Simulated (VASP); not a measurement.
A run of VASP 6.6.1:

Contents of run.py:

```python
from ase.calculators.vasp import Vasp
from ase.io import read

atoms = read('La.cif')
calc = Vasp(
    directory='calc',
    xc='pbe',
    pp='PBE',
    setups='gw',
    prec='Accurate',
    encut=550,
    ediff=1e-06,
    ismear=1,
    sigma=0.2,
    lreal=False,
    lasph=True,
    nelm=100,
    algo='Normal',
    isif=2,
    lwave=False,
    lcharg=False,
    lmaxmix=6,
    ldautype=2,
    ldauprint=1,
    ibrion=2,
    nsw=40,
    ediffg=-0.005,
    ldau_luj={'La': {'L': 3, 'U': 6, 'J': 0}},
    kpts=[6, 6, 6],
    gamma=True,
)
atoms.calc = calc

print('energy (eV):', atoms.get_potential_energy())
print('free energy (eV):', atoms.get_potential_energy(force_consistent=True))
print('forces (eV/A):')
print(atoms.get_forces())
print('stress (eV/A^3, Voigt):', atoms.get_stress())
print('Fermi level (eV):', calc.get_fermi_level())
print('cell (A, degrees):', atoms.cell.cellpar())
print('volume (A^3):', atoms.get_volume())
print('scaled positions:')
print(atoms.get_scaled_positions())
```

The input La.cif:

```cif
data_La
_cell_length_a 3.29697314
_cell_length_b 3.36923582
_cell_length_c 3.29156238
_cell_angle_alpha 89.33632427
_cell_angle_beta 90.92623274
_cell_angle_gamma 90.60808788
_space_group_name_H-M_alt 'P1'
_space_group_name_Hall 'P 1'
_space_group_IT_number 1
loop_
_space_group_symop_operation_xyz
'x,y,z'
loop_
_atom_site_label
_atom_site_type_symbol
_atom_site_symmetry_multiplicity
_atom_site_Wyckoff_symbol
_atom_site_fract_x
_atom_site_fract_y
_atom_site_fract_z
_atom_site_occupancy
La1 La 1 a 0.5234890000 0.4767590000 0.5280950000 1
```

Potentials or basis: VASP PAW PBE potentials, release 64 (La_GW).

Command:

```sh
$ python run.py
```

Hardware: 1 thread of Intel(R) Xeon(R) 6975P-C (Granite Rapids), on a shared host.

Task: Estimate the wall time of this run.

Result: Wall time 18 s on 1 thread of Intel(R) Xeon(R) 6975P-C (Granite Rapids), on a shared host, peak memory 0.2 GiB. Counts: scf iterations 11, k points 112, ion steps 1.
